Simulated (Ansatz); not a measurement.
**Generalised stacking fault in AlN**

The calculation used Ansatz 0.2.0, DFT PBE, scalar-relativistic, plane waves, PAW. Cutoff 420 eV, Γ-centred 8×8×3 k-points, Gaussian smearing of 0.05 eV. No spin polarisation. Energies are free energies at this smearing, counted from the undisturbed cell; pressure is positive in compression.

The starting cell (as given, not relaxed at this level; it stands at 4.0 GPa):

```yaml
crystal:
  lattice:
    - [-3.11100, 0.00000, 0.00000]
    - [-1.55550, -2.69421, 0.00000]
    - [0.00000, 0.00000, 9.95600]
  atoms:
    - { symbol: Al, position: [0.33333, 0.33333, 0.90375] }
    - { symbol: Al, position: [0.33333, 0.33333, 0.40375] }
    - { symbol: Al, position: [0.66667, 0.66667, 0.15375] }
    - { symbol: Al, position: [0.66667, 0.66667, 0.65375] }
    - { symbol: N, position: [0.33333, 0.33333, 0.09625] }
    - { symbol: N, position: [0.33333, 0.33333, 0.59625] }
    - { symbol: N, position: [0.66667, 0.66667, 0.34625] }
    - { symbol: N, position: [0.66667, 0.66667, 0.84625] }
```

The cut lies on the cell's a–b face, a (0 0 1) plane (indices in the standard cell, whose axes needn't be the Cartesian ones shown) of area 8.38 Å², between layers 1.92 Å apart. Vector c is tilted by f times 1·a + 1·b (length 5.388 Å) with the atoms' Cartesian places fixed: one unrelaxed fault a cell.

```tsv
f	γ (mJ/m²)	shear traction, the slope of γ along the slip (GPa)	gap on the mesh (eV)
0.0000	0	0.0	4.15
0.0833	458	20.2	3.88
0.1667	1712	33.3	3.35
0.2500	?	26.2	?
0.3333	3757	0.0	2.58
0.4167	3322	-14.9	2.79
0.5000	2794	-6.2	3.13
0.5833	2793	?	?
0.6667	?	0.0	2.93
0.7500	2600	-16.8	3.02
0.8333	1549	-27.3	3.59
0.9167	442	-19.0	3.95
```

Q: Give the withheld values.

A: γ (mJ/m²) at f = 0.2500: 3139; gap on the mesh (eV) at f = 0.2500: 2.84; shear traction, the slope of γ along the slip (GPa) at f = 0.5833: 4.5; gap on the mesh (eV) at f = 0.5833: 3.06; γ (mJ/m²) at f = 0.6667: 2962.